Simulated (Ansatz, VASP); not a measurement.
**MgO: VASP beside Ansatz**

```
CELL_PARAMETERS angstrom
0.00000 -2.13515 -2.13515
0.00000 2.13515 -2.13515
4.27030 0.00000 0.00000
ATOMIC_POSITIONS crystal
Mg 0.50000 0.50000 0.50000
Mg 0.00000 0.00000 0.00000
O 0.50000 0.50000 0.00000
O 0.00000 0.00000 0.50000
```

Alike in both runs: task single point; functional PBEsol; k mesh 8 × 8 × 6; occupations gaussian, width 0.05 eV; no spin polarisation.

|  | VASP | Ansatz |
| --- | --- | --- |
| version | VASP 6.6.1 | Ansatz 0.2.0 |
| potentials or method | VASP PAW PBE potentials, release 64 (Mg, O) | scalar-relativistic, plane waves, PAW |
| plane-wave cutoff (eV) | 520 | 420 |
| valence electrons in the cell | 16 | 32 |

VASP gave:

```
gap on the k mesh at the Fermi level (eV) : 4.25
least direct gap on the mesh (eV)         : 4.25
pressure (GPa)                            : -6.3
```

Q: Which values does Ansatz return?

A: gap on the k mesh at the Fermi level (eV): 4.25; least direct gap on the mesh (eV): 4.25; pressure (GPa): -5.8.

The two sets of potentials don't hold the same shells in valence.

Caveats: the PAW data sets were made with another functional, which shifts forces and pressure a little (VASP).
